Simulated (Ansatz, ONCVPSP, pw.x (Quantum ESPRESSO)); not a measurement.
# What a changed setting does to a pw.x run (diamond Si)

Potential: optimised norm-conserving Vanderbilt (ONCV), ONCVPSP 4.0.1.1 (patched build), PBEsol; core [Ne], reference 3s2 3p2; waves: 3s: rc 1.80 bohr, ncon 4, nbas 7, qcut 3.4 1/bohr, 2 projectors, debl 0.4 Ha; 3p: rc 1.75 bohr, ncon 4, nbas 7, qcut 4.9 1/bohr, 2 projectors, debl 3 Ha; d scattering state at 0.3 Ha: rc 1.40 bohr, ncon 4, nbas 8, qcut 8.1 1/bohr, 3 projectors, debl 1.6 Ha; local part: polynomial inside 1.15 bohr (lpopt 5, dvloc0 -1 Ha); core correction: Teter function, fcfact 5.5, rcfact 1.6.

The reference run (k-mesh 9³, cutoffs 80/320 Ry, Fermi–Dirac 0.01 Ry, mixing_beta 0.4, conv_thr 1e-9, no spin) gives -0.20 GPa at 20.005 Å³/atom, where all-electron LAPW gives 0.14 GPa. This run, with its own iteration cap, changes smearing to mv.

```
&control
  calculation='scf', prefix='x', pseudo_dir='./', outdir='./tmp', tstress=.true., disk_io='none'
/
&system
  ibrav=0, nat=2, ntyp=1, ecutwfc=80, ecutrho=320, nbnd=11,
  occupations='smearing', smearing='mv', degauss=0.01
/
&electrons
  conv_thr=1e-09, mixing_beta=0.4, electron_maxstep=60
/
ATOMIC_SPECIES
Si 1.0 Si.UPF
CELL_PARAMETERS angstrom
  0.00000000 2.71464380 2.71464380
  2.71464380 0.00000000 2.71464380
  2.71464380 2.71464380 0.00000000
ATOMIC_POSITIONS crystal
Si 0.0000 0.0000 0.0000
Si 0.2500 0.2500 0.2500
K_POINTS automatic
9 9 9 0 0 0
```

```bash
pw.x < Si.scf.in > Si.scf.out
```

Q: How does the run end?

A: It converges in 7 iterations; the free energy moves by +2.0 meV/atom and the pressure by +0.05 GPa. This scheme is built to cancel the term in the square of the width that Fermi–Dirac smearing leaves in the F of a metal.

```
Message from routine setup:
     using ibrav=0 with symmetry is DISCOURAGED, use correct ibrav instead
     lattice parameter (alat)  =       7.2548  a.u.
     unit-cell volume          =     270.0009 (a.u.)^3
     number of electrons       =         8.00
     number of Kohn-Sham states=           11
     kinetic-energy cutoff     =      80.0000  Ry
     charge density cutoff     =     320.0000  Ry
     scf convergence threshold =      1.0E-09
     Exchange-correlation= PBESOL
     number of k points=    35  Marzari-Vanderbilt smearing, width (Ry)=  0.0100
     iteration #  1     ecut=    80.00 Ry     beta= 0.40
     total energy              =     -18.72933362 Ry
     estimated scf accuracy    <       0.05526257 Ry
     iteration #  2     ecut=    80.00 Ry     beta= 0.40
     total energy              =     -18.72565643 Ry
     estimated scf accuracy    <       0.01448571 Ry
     iteration #  3     ecut=    80.00 Ry     beta= 0.40
     total energy              =     -18.72623592 Ry
     estimated scf accuracy    <       0.00021003 Ry
     iteration #  4     ecut=    80.00 Ry     beta= 0.40
     c_bands:  1 eigenvalues not converged
     total energy              =     -18.72628881 Ry
     estimated scf accuracy    <       0.00000084 Ry
     iteration #  5     ecut=    80.00 Ry     beta= 0.40
     total energy              =     -18.72629132 Ry
     estimated scf accuracy    <       0.00000009 Ry
     iteration #  6     ecut=    80.00 Ry     beta= 0.40
     total energy              =     -18.72629187 Ry
     estimated scf accuracy    <          2.6E-09 Ry
     iteration #  7     ecut=    80.00 Ry     beta= 0.40
     the Fermi energy is     6.4748 ev
!    total energy              =     -18.72629191 Ry
     estimated scf accuracy    <          9.3E-11 Ry
     smearing contrib. (-TS)   =       0.00000413 Ry
     The total energy is F=E-TS. E is the sum of the following terms:
     one-electron contribution =       5.29940010 Ry
     hartree contribution      =       1.06906608 Ry
     xc contribution           =      -8.29361423 Ry
     ewald contribution        =     -16.80114799 Ry
     convergence has been achieved in   7 iterations
          total   stress  (Ry/bohr**3)                   (kbar)     P=       -1.47
     Message from routine punch:
     Nothing written, as per user request (disk_io='none')
```

The run took about 14 s on one core of a shared host (Intel(R) Xeon(R) 6975P-C, 192 threads, 1512 GiB, load 50).
